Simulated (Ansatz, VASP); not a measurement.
**Co: VASP beside Ansatz**

```
Co
1.0
     1.99395   -4.35510    0.00000
     1.99395    4.35510    0.00000
     0.00000    0.00000    2.64885
Co
4
Cartesian
  1.9940 3.1764 0.0000
  1.9940 -1.1787 1.3244
  1.9940 -3.1764 2.6489
  1.9940 1.1787 1.3244
```

Alike in both runs: functional r2SCAN; k mesh 6 × 6 × 4; occupations gaussian, width 0.1 eV; collinear spin.

Ansatz relaxed the structure, and its values are those at the end. VASP's run is a single point on that final structure, the one shown.

|  | VASP | Ansatz |
| --- | --- | --- |
| version | VASP 6.6.1 | Ansatz 0.2.0 |
| potentials or method | VASP PAW PBE potentials, release 64 (Co) | scalar-relativistic, plane waves, PAW |
| plane-wave cutoff (eV) | 520 | 500 |
| valence electrons in the cell | 36 | 68 |

```csv
,VASP,Ansatz,Ansatz less VASP
gap on the k mesh at the Fermi level (eV),none,none,-
pressure (GPa),-0.2,0.2,+0.41
net moment per atom (μB),1.89,1.91,+0.020
size of the moment on the site where the two differ most (μB),1.95,2.02,+0.072
```

Site moments also hang on the region over which each program counts them. A gap of «none» marks a metal or a gap that the smearing closes. The two sets of potentials don't hold the same shells in valence.

Caveats: the k mesh is coarse (spacing up to 0.59 Å⁻¹), so the values aren't converged; the PAW data sets were made with another functional, which shifts forces and pressure a little (VASP).
